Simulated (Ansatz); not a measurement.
## Sn: equation of state with PBEsol

The system is Sn.

```xyz
1
Lattice="-1.8947 1.8947 1.8947 1.8947 -1.8947 1.8947 1.8947 1.8947 -1.8947" Properties=species:S:1:pos:R:3 pbc="T T T"
Sn    0.0000    0.0000    0.0000
```

This isn't the form of Sn at room conditions, which is tetragonal (white tin).

```yaml
Program: Ansatz 0.2.0
Task: equation of state
Functional: PBEsol
Potentials_or_basis: all-electron LAPW, scalar-relativistic
Basis_error_allowed: 0.001 eV/atom
k_mesh: 10 × 10 × 10
Occupations: fermi-dirac, width 0.05 eV
Spin: no spin polarisation
```

```yaml
Equilibrium_volume: 25.98 Å³/atom
Bulk_modulus: 53 GPa
Pressure_derivative_of_the_bulk_modulus: 5.0
```

Energy against volume, from the lowest point:
```
volume (Å³/atom)  energy (meV/atom)
          25.573               0.96
          26.117               0.00
          26.661               2.71
          27.205               8.64
          27.749              17.38
          28.293              28.65
          28.837              42.13
```

All runs of the series together: 15 s on 1 thread of Intel(R) Xeon(R) Platinum 8559C (Emerald Rapids), on a shared host.
